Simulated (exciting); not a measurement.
# Cr (Im-3m) in exciting: further runs

One crystal, Cr, is run at these levels: PBE, LDA; tasks: band structure.

Program: exciting (release sodium). These are calculated values, not measurements. Logs are shortened: lines on timing, memory, paths and dates and some standing lists are left out, and cuts for length are marked.

## (1) The crystal as given

Symmetry: Im-3m, No. 229, cubic system. Conventional cell: a = 2.969 Å, b = 2.969 Å, c = 2.969 Å, α = 90.00°, β = 90.00°, γ = 90.00°. Cr (site symmetry m-3m) is surrounded by 8 Cr at 2.57 Å.

## (2) Band structure, PBE, collinear spin, ferromagnetic start

input.xml

```xml
<input>
  <title>Cr</title>
  <structure speciespath="./" tshift="false">
    <crystal scale="1">
      <basevect>-2.805203336453 2.805203336453 2.805203336453</basevect>
      <basevect>2.805203336453 -2.805203336453 2.805203336453</basevect>
      <basevect>2.805203336453 2.805203336453 -2.805203336453</basevect>
    </crystal>
    <species speciesfile="Cr.xml" rmt="2">
      <atom coord="0.000000000000 0.000000000000 0.000000000000" bfcmt="0 0 -8"/>
    </species>
  </structure>
  <groundstate do="fromscratch" ngridk="12 12 12" rgkmax="9" gmaxvr="14" lmaxapw="10" lmaxmat="10" lmaxvr="8" xctype="GGA_PBE" stype="Fermi Dirac" swidth="0.00183747" nempty="20" ValenceRelativity="iora*" epsengy="1e-05" epspot="1e-05" maxscl="90" outputlevel="normal">
    <spin reducebf="0.5"/>
  </groundstate>
  <properties>
    <bandstructure>
      <plot1d>
        <path steps="80">
          <point coord="0 0 0" label="G"/>
          <point coord="0.5 -0.5 0.5" label="H"/>
          <point coord="0 0 0.5" label="N"/>
          <point coord="0 0 0" label="G"/>
          <point coord="0.25 0.25 0.25" label="P"/>
          <point coord="0.5 -0.5 0.5" label="H" breakafter="true"/>
          <point coord="0.25 0.25 0.25" label="P"/>
          <point coord="0 0 0.5" label="N"/>
        </path>
      </plot1d>
    </bandstructure>
  </properties>
</input>
```

Potentials or basis: all-electron LAPW+lo, shipped species files, valence relativity iora*.

Launch:

```bash
$ OMP_NUM_THREADS=1 exciting_smp
```

INFO.OUT:

```text
================================================================================
EXCITING SODIUM started
[... 10 lines left out ...]

 Lattice vectors (cartesian) :
     -2.8052033365      2.8052033365      2.8052033365
      2.8052033365     -2.8052033365      2.8052033365
      2.8052033365      2.8052033365     -2.8052033365

 Reciprocal lattice vectors (cartesian) :
      0.0000000000      1.1199161974      1.1199161974
      1.1199161974      0.0000000000      1.1199161974
      1.1199161974      1.1199161974      0.0000000000

 Unit cell volume                           :      88.2984401673
 Brillouin zone volume                      :       2.8092253156

 Species :    1 (Cr)
     parameters loaded from                 :    Cr.xml
     name                                   :    chromium
     nuclear charge                         :     -24.00000000
     electronic charge                      :      24.00000000
     atomic mass                            :   94783.09195000
     muffin-tin radius                      :       2.00000000
     # of radial points in muffin-tin       :     350

     atomic positions (lattice) :
       1 :   0.00000000  0.00000000  0.00000000

     magnetic fields (cartesian) :
       1 :   0.00000000  0.00000000 -8.00000000

 Total number of atoms per unit cell        :       1

 Spin treatment                             :    spin-polarised
 Global magnetic field (cartesian) :        0.00000000   0.00000000   0.00000000
 collinear magnetisation in z-direction

 Number of Bravais lattice symmetries       :      48
 Number of crystal symmetries               :      48

 k-point grid                               :      12   12   12
 Total number of k-points                   :      72
 k-point set is reduced with crystal symmetries

 R^MT_min * |G+k|_max (rgkmax)              :       9.00000000
 Species with R^MT_min                      :       1 (Cr)
 Maximum |G+k| for APW functions            :       4.50000000
 Maximum |G| for potential and density      :      14.00000000

 G-vector grid sizes                        :      24    24    24
 Total number of G-vectors                  :    4093

 Maximum angular momentum used for
     APW functions                          :      10
     computing H and O matrix elements      :      10
     potential and density                  :       8
     inner part of muffin-tin               :       2

 Total nuclear charge                       :     -24.00000000
 Total electronic charge                    :      24.00000000
 Total core charge                          :      10.00000000
 Total valence charge                       :      14.00000000

 Number of empty states                     :      20
 Total number of valence states             :      56

 Maximum Hamiltonian size                   :     161
 Maximum number of plane-waves              :     148
 Total number of local-orbitals             :      13

 Exchange-correlation type                  :      20
[... 23 lines left out ...]
+ SCF iteration number :    1                                                  +
++++++++++++++++++++++++++++++++++++++++++++++++++++++++++++++++++++++++++++++++
 Total energy                               :     -1040.64677009
 _______________________________________________________________
 Fermi energy                               :         0.46242938
 Kinetic energy                             :      1067.63111438
 Coulomb energy                             :     -2060.03538575
 Exchange energy                            :       -47.15075257
 Correlation energy                         :        -1.09174615
 No external B-field energy in total energy

 DOS at Fermi energy (states/Ha/cell)       :        23.78154708

 Electron charges :
     core                                   :        10.00000000
     core leakage                           :         0.00000000
     valence                                :        14.00000000
     interstitial                           :         2.70214634
     charge in muffin-tin spheres :
                  atom     1    Cr          :        21.29785366
     total charge in muffin-tins            :        21.29785366
     total charge                           :        24.00000000

 Moments :
     interstitial                           :        -0.01446345
     moment in muffin-tin spheres :
                  atom     1    Cr          :         0.36448400
     total moment in muffin-tins            :         0.36448400
     total moment                           :         0.35002055

++++++++++++++++++++++++++++++++++++++++++++++++++++++++++++++++++++++++++++++++
+ SCF iteration number :    2                                                  +
++++++++++++++++++++++++++++++++++++++++++++++++++++++++++++++++++++++++++++++++
 Total energy                               :     -1048.71949310
 _______________________________________________________________
 Fermi energy                               :         0.41004874
 Kinetic energy                             :      1063.98606810
 Coulomb energy                             :     -2064.08495143
 Exchange energy                            :       -47.53102507
 Correlation energy                         :        -1.08958471
 No external B-field energy in total energy

 DOS at Fermi energy (states/Ha/cell)       :        23.61954302

 Electron charges :
     core                                   :        10.00000000
     core leakage                           :         0.00000000
     valence                                :        14.00000000
     interstitial                           :         2.36853107
     charge in muffin-tin spheres :
                  atom     1    Cr          :        21.63146893
     total charge in muffin-tins            :        21.63146893
     total charge                           :        24.00000000

 Moments :
     interstitial                           :        -0.01236302
     moment in muffin-tin spheres :
                  atom     1    Cr          :         0.25960389
     total moment in muffin-tins            :         0.25960389
     total moment                           :         0.24724087

 RMS change in effective potential (target) :  0.396437E-01  ( 0.100000E-04)
 Absolute change in total energy   (target) :   8.07272      ( 0.100000E-04)
 Charge distance                   (target) :  0.327628E-01  ( 0.100000E-04)

++++++++++++++++++++++++++++++++++++++++++++++++++++++++++++++++++++++++++++++++
+ SCF iteration number :    3                                                  +
++++++++++++++++++++++++++++++++++++++++++++++++++++++++++++++++++++++++++++++++
 Total energy                               :     -1051.05190888
 _______________________________________________________________
 Fermi energy                               :         0.39491806
 Kinetic energy                             :      1062.83024958
 Coulomb energy                             :     -2065.14387241
 Exchange energy                            :       -47.64941080
 Correlation energy                         :        -1.08887525
 No external B-field energy in total energy
[... 398 lines left out ...]
 Moments :
     interstitial                           :        -0.00000817
     moment in muffin-tin spheres :
                  atom     1    Cr          :         0.00011399
     total moment in muffin-tins            :         0.00011399
     total moment                           :         0.00010581

 RMS change in effective potential (target) :  0.530853E-06  ( 0.100000E-04)
 Absolute change in total energy   (target) :  0.981295E-05  ( 0.100000E-04)
 Charge distance                   (target) :  0.487947E-07  ( 0.100000E-04)

++++++++++++++++++++++++++++++++++++++++++++++++++++++++++++++++++++++++++++++++
+ SCF iteration number :   15                                                  +
++++++++++++++++++++++++++++++++++++++++++++++++++++++++++++++++++++++++++++++++
 Total energy                               :     -1050.88647832
 _______________________________________________________________
 Fermi energy                               :         0.38952051
 Kinetic energy                             :      1062.68831335
 Coulomb energy                             :     -2064.83410414
 Exchange energy                            :       -47.65192636
 Correlation energy                         :        -1.08876117
 No external B-field energy in total energy

 DOS at Fermi energy (states/Ha/cell)       :        19.31061144

 Electron charges :
     core                                   :        10.00000000
     core leakage                           :         0.00000000
     valence                                :        14.00000000
     interstitial                           :         2.23826620
     charge in muffin-tin spheres :
                  atom     1    Cr          :        21.76173380
     total charge in muffin-tins            :        21.76173380
     total charge                           :        24.00000000

 Moments :
     interstitial                           :         0.00000059
     moment in muffin-tin spheres :
                  atom     1    Cr          :         0.00002032
     total moment in muffin-tins            :         0.00002032
     total moment                           :         0.00002091

 RMS change in effective potential (target) :  0.170152E-06  ( 0.100000E-04)
 Absolute change in total energy   (target) :  0.213514E-05  ( 0.100000E-04)
 Charge distance                   (target) :  0.103091E-07  ( 0.100000E-04)

++++++++++++++++++++++++++++++++++++++++++++++++++++++++++++++++++++++++++++++++
| Convergency criteria checked for the last 2 iterations                       +
| Convergence targets achieved. Performing final SCF iteration                 +
++++++++++++++++++++++++++++++++++++++++++++++++++++++++++++++++++++++++++++++++
 Total energy                               :     -1050.88647688
 _______________________________________________________________
 Fermi energy                               :         0.38952051
 Kinetic energy                             :      1062.68831390
 Coulomb energy                             :     -2064.83410333
 Exchange energy                            :       -47.65192628
 Correlation energy                         :        -1.08876117
 No external B-field energy in total energy

 DOS at Fermi energy (states/Ha/cell)       :        19.31062035

 Electron charges :
     core                                   :        10.00000000
     core leakage                           :         0.00000000
     valence                                :        14.00000000
     interstitial                           :         2.23826627
     charge in muffin-tin spheres :
                  atom     1    Cr          :        21.76173373
     total charge in muffin-tins            :        21.76173373
     total charge                           :        24.00000000

 Moments :
     interstitial                           :        -0.00000306
     moment in muffin-tin spheres :
                  atom     1    Cr          :         0.00003646
     total moment in muffin-tins            :         0.00003646
     total moment                           :         0.00003340

++++++++++++++++++++++++++++++++++++++++++++++++++++++++++++++++++++++++++++++++
[... 12 lines left out ...]
| EXCITING SODIUM stopped                                                      =
================================================================================
```

It took 69 s on 1 thread of Arm Neoverse V1, shared host; peak memory 0.1 GiB.

What came out:

* Free energy: -28596.0837 eV
* Band gap on the k mesh: none (metal or under the smearing width)
* Net moment: 0.00 μB per cell
* All electrons inside the program's atomic spheres: Cr 21.76 (radii Cr 2.0 bohr)

Levels at the corners of the path, in eV from the Fermi level:
Spin up:
```
point  band 5  band 6  band 7  band 8  band 9  band 10
    Γ   -7.39   -0.72   -0.72   -0.72    1.04     1.04
    H   -3.57   -3.57    2.12    2.12    2.12     9.58
    N   -3.83   -2.02    0.88    1.02    1.32     2.45
    Γ   -7.39   -0.72   -0.72   -0.72    1.04     1.04
    P   -2.00   -2.00   -2.00    1.36    1.36     9.23
    H   -3.57   -3.57    2.12    2.12    2.12     9.58
    P   -2.00   -2.00   -2.00    1.36    1.36     9.23
    N   -3.83   -2.02    0.88    1.02    1.32     2.45
```
Spin down:
| point | band 3 | band 4 | band 5 | band 6 | band 7 | band 8 | band 9 | band 10 | band 11 | band 12 |
| --- | --- | --- | --- | --- | --- | --- | --- | --- | --- | --- |
| Γ | -42.77 | -42.77 | -7.39 | -0.72 | -0.72 | -0.72 | 1.04 | 1.04 | 21.34 | 21.34 |
| H | -43.21 | -43.21 | -3.57 | -3.57 | 2.12 | 2.12 | 2.12 | 9.58 | 9.58 | 9.58 |
| N | -42.97 | -42.78 | -3.83 | -2.02 | 0.88 | 1.02 | 1.32 | 2.45 | 8.59 | 16.22 |
| Γ | -42.77 | -42.77 | -7.39 | -0.72 | -0.72 | -0.72 | 1.04 | 1.04 | 21.34 | 21.34 |
| P | -43.08 | -43.08 | -2.00 | -2.00 | -2.00 | 1.36 | 1.36 | 9.23 | 9.23 | 9.23 |
| H | -43.21 | -43.21 | -3.57 | -3.57 | 2.12 | 2.12 | 2.12 | 9.58 | 9.58 | 9.58 |
| P | -43.08 | -43.08 | -2.00 | -2.00 | -2.00 | 1.36 | 1.36 | 9.23 | 9.23 | 9.23 |
| N | -42.97 | -42.78 | -3.83 | -2.02 | 0.88 | 1.02 | 1.32 | 2.45 | 8.59 | 16.22 |

Caveat: the starting moments collapsed, and a magnetic state may lie lower; the log's total energy holds no entropy term; the free energy is that total less TS from the occupations.

## (3) Band structure, LDA, collinear spin, ferromagnetic start

input.xml, as its differences from that of step 2:

```diff
@@ -12,3 +12,3 @@
   </structure>
-  <groundstate do="fromscratch" ngridk="12 12 12" rgkmax="9" gmaxvr="14" lmaxapw="10" lmaxmat="10" lmaxvr="8" xctype="GGA_PBE" stype="Fermi Dirac" swidth="0.00183747" nempty="20" ValenceRelativity="iora*" epsengy="1e-05" epspot="1e-05" maxscl="90" outputlevel="normal">
+  <groundstate do="fromscratch" ngridk="12 12 12" rgkmax="9" gmaxvr="14" lmaxapw="10" lmaxmat="10" lmaxvr="8" xctype="LDA_PW" stype="Fermi Dirac" swidth="0.00183747" nempty="20" ValenceRelativity="iora*" epsengy="1e-05" epspot="1e-05" maxscl="90" outputlevel="normal">
     <spin reducebf="0.5"/>
```

Potentials or basis: all-electron LAPW+lo, shipped species files, valence relativity iora*.

Launch:

```bash
$ OMP_NUM_THREADS=1 exciting_smp
```

Wall time 61 s (1 thread of Arm Neoverse V1, shared host); peak memory 0.1 GiB.

The run converged. Its results:

| Quantity | Value |
| --- | --- |
| Free energy | -28541.3305 eV |
| Band gap on the k mesh | none (metal or under the smearing width) |
| Net moment | 0.00 μB per cell |
| All electrons inside the program's atomic spheres | Cr 21.78 (radii Cr 2.0 bohr) |

Levels at the corners of the path, in eV from the Fermi level:
Spin up:
| point | band 5 | band 6 | band 7 | band 8 | band 9 | band 10 |
| --- | --- | --- | --- | --- | --- | --- |
| Γ | -7.34 | -0.73 | -0.73 | -0.73 | 0.97 | 0.97 |
| H | -3.62 | -3.62 | 2.13 | 2.13 | 2.13 | 9.58 |
| N | -3.84 | -2.04 | 0.95 | 0.96 | 1.24 | 2.47 |
| Γ | -7.34 | -0.73 | -0.73 | -0.73 | 0.97 | 0.97 |
| P | -1.99 | -1.99 | -1.99 | 1.28 | 1.28 | 9.30 |
| H | -3.62 | -3.62 | 2.13 | 2.13 | 2.13 | 9.58 |
| P | -1.99 | -1.99 | -1.99 | 1.28 | 1.28 | 9.30 |
| N | -3.84 | -2.04 | 0.95 | 0.96 | 1.24 | 2.47 |
Spin down:
```tsv
point	band 3	band 4	band 5	band 6	band 7	band 8	band 9	band 10	band 11	band 12
Γ	-42.45	-42.45	-7.34	-0.73	-0.73	-0.73	0.97	0.97	21.42	21.42
H	-42.90	-42.90	-3.62	-3.62	2.14	2.14	2.14	9.58	9.58	9.58
N	-42.66	-42.46	-3.84	-2.04	0.95	0.96	1.24	2.47	8.60	16.27
Γ	-42.45	-42.45	-7.34	-0.73	-0.73	-0.73	0.97	0.97	21.42	21.42
P	-42.77	-42.77	-1.99	-1.99	-1.99	1.28	1.28	9.30	9.30	9.30
H	-42.90	-42.90	-3.62	-3.62	2.14	2.14	2.14	9.58	9.58	9.58
P	-42.77	-42.77	-1.99	-1.99	-1.99	1.28	1.28	9.30	9.30	9.30
N	-42.66	-42.46	-3.84	-2.04	0.95	0.96	1.24	2.47	8.60	16.27
```

Caveat: the starting moments collapsed, and a magnetic state may lie lower; the log's total energy holds no entropy term; the free energy is that total less TS from the occupations.
